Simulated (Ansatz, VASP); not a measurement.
**RbBr in VASP and in Ansatz**

INCAR

```
SYSTEM = RbBr
  ALGO = Normal
  EDIFF = 1E-6
  ENCUT = 520
  GGA = PE
  ISIF = 2
  ISMEAR = -1
  LASPH = .TRUE.
  LCHARG = .FALSE.
  LREAL = .FALSE.
  LWAVE = .FALSE.
  NBANDS = 15
  NELM = 60
  PREC = Accurate
  SIGMA = 0.02
```

File KPOINTS:

```
k-points
0
G
  6 6 6
  0 0 0
```

File POSCAR:

```
RbBr
1.0
    0.0000000000      3.4608320474      3.5954584140
    3.4608320474      0.0000000000      3.5954584140
    3.4608320474      3.4608320474      0.0000000000
Rb Br
1 1
Direct
    0.0000000000      0.0000000000      0.0000000000
    0.5000000000      0.5000000000      0.5000000000
```

Input for Ansatz:

```yaml
crystal:
  lattice:
    - [0.0, 3.4608320474, 3.595458414]
    - [3.4608320474, 0.0, 3.595458414]
    - [3.4608320474, 3.4608320474, 0.0]
  atoms:
    - { symbol: Rb, position: [0.0, 0.0, 0.0] }
    - { symbol: Br, position: [0.5, 0.5, 0.5] }
kpoints:
  mp_grid: { grid: [6, 6, 6] }
  band_path:
    path:
      - [0.0, 0.0, 0.0]
      - [0.5, 0.0, 0.5]
      - [0.625, 0.25, 0.625]
      - [0.375, 0.375, 0.75]
      - [0.5, 0.5, 0.5]
      - [0.5, 0.25, 0.75]
    npoints: 1
hamiltonian:
  xc: pbe
scf:
  occupations: { method: fermi_dirac, width: 0.02 }
  n_extra_bands: 4
output:
  forces: true
  stress: true
  eigenvalues: true
  write_density: true
  write_potential: true
  elf: true
  volumetric_format: npy
```

Change from the starting cell: uniaxial_z strain +3.9%.

Alike in both runs: task single point; functional PBE; k mesh 6 × 6 × 6; occupations fermi-dirac, width 0.02 eV; no spin polarisation.

|  | VASP | Ansatz |
| --- | --- | --- |
| version | VASP 6.6.1 | Ansatz 0.2.0 |
| potentials or method | VASP PAW PBE potentials, release 64 (Rb_sv, Br) | plane waves, PAW |
| plane-wave cutoff (eV) | 520 | 420 |
| valence electrons in the cell | 16 | 16 |

|  | VASP | Ansatz | Ansatz less VASP |
| --- | --- | --- | --- |
| gap on the k mesh at the Fermi level (eV) | 4.18 | 4.19 | +0.002 |
| pressure (GPa) | 0.1 | 0.1 | -0.02 |
| largest component of the traceless stress (GPa) | 0.55 | 0.54 | -0.006 |
